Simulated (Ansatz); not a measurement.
Crystal: ZrO2.

```
CELL_PARAMETERS angstrom
3.59610 0.00000 0.00000
0.00000 3.59610 0.00000
0.00000 0.00000 5.17700
ATOMIC_POSITIONS crystal
Zr 0.50000 0.50000 0.50000
Zr 0.00000 0.00000 0.00000
O 0.50000 0.00000 0.79700
O 0.50000 0.00000 0.29700
O 0.00000 0.50000 0.70300
O 0.00000 0.50000 0.20300
```

Base run:

* Program: Ansatz 0.2.0
* Functional: r2SCAN
* Potentials or basis: Ansatz PAW
* Cutoff: 500 eV (not typed: the program's choice for these potentials)
* k mesh: 7 × 7 × 5
* Occupations: fermi-dirac, width 0.05 eV
* Spin: no spin polarisation
* Hubbard terms: Zr d U = 3 eV

Its results: band gap on the k mesh 5.25 eV, indirect (least direct gap 5.37 eV); pressure 5.4 GPa; largest force 0.144 eV/Å.

**Question.** After a change of settings the same cell gave: band gap on the k mesh 6.04 eV, indirect (least direct gap 6.17 eV); pressure 9.9 GPa; largest force 0.362 eV/Å. Which change was it?
A. hubbard terms from Zr d U = 3 eV to Zr d U = 1 eV
B. hubbard terms from Zr d U = 3 eV to Zr d U = 6 eV
C. hubbard terms from Zr d U = 3 eV to none; hubbard projectors from ortho-atomic (the default) to none

**Answer.** B.

Caveats: the PAW data sets come from PBE, with cores solved anew for the run's functional, which leaves a small shift of forces and pressure.
